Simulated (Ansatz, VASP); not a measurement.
CdTe in VASP and in Ansatz

Contents of INCAR:

```
SYSTEM = CdTe
ALGO = Normal
EDIFF = 1E-7
ENCUT = 520
GGA = PE
ISIF = 2
ISMEAR = -1
LASPH = .True.
LCHARG = .True.
LELF = .True.
LREAL = .False.
LVHAR = .True.
LWAVE = .False.
NBANDS = 16
NELM = 100
PREC = Accurate
SIGMA = 0.05
```

KPOINTS

```
k-points
0
Gamma
  7 7 7
  0 0 0
```

POSCAR

```
CdTe
1.0
    0.0000000000      3.2262257841      3.2262257841
    3.2262257841      0.0000000000      3.2262257841
    3.2262257841      3.2262257841      0.0000000000
Te Cd
1 1
Direct
    0.7500000000      0.7500000000      0.7500000000
    0.0000000000      0.0000000000      0.0000000000
```

The input input.yaml:

```yaml
crystal:
  lattice:
    - [0.0, 3.2262257841, 3.2262257841]
    - [3.2262257841, 0.0, 3.2262257841]
    - [3.2262257841, 3.2262257841, 0.0]
  atoms:
    - { symbol: Te, position: [0.75, 0.75, 0.75] }
    - { symbol: Cd, position: [0.0, 0.0, 0.0] }
kpoints:
  mp_grid: { grid: [7, 7, 7] }
scf:
  occupations: { method: fermi_dirac, width: 0.05 }
hamiltonian:
  xc: pbe
  pseudopotentials: { kind: all_electron, lapw: { basis_error: 0.0005 } }
output:
  forces: true
  stress: true
  eigenvalues: true
```

Change from the starting cell: volume scaled by 1.02.

Alike in both runs: task single point; functional PBE; k mesh 7 × 7 × 7; occupations fermi-dirac, width 0.05 eV; no spin polarisation.

```csv
,VASP,Ansatz
version,VASP 6.6.1,Ansatz 0.2.0
potentials or method,"VASP PAW PBE potentials, release 64 (Te, Cd)","all-electron LAPW, scalar-relativistic"
plane-wave cutoff (eV),520,see its input
```

Ansatz gave:

- gap on the k mesh at the Fermi level (eV): 0.81
- least direct gap on the mesh (eV): 0.81
- pressure (GPa): 3.2

Task: What did VASP give for the same quantities?

Result: gap on the k mesh at the Fermi level (eV): 0.81; least direct gap on the mesh (eV): 0.81; pressure (GPa): 3.4.

Ansatz ran all-electron here, so the differences hold the error of VASP's frozen core and of both bases.

Caveats: spin-orbit coupling is left out, which moves the levels of the heavy elements.
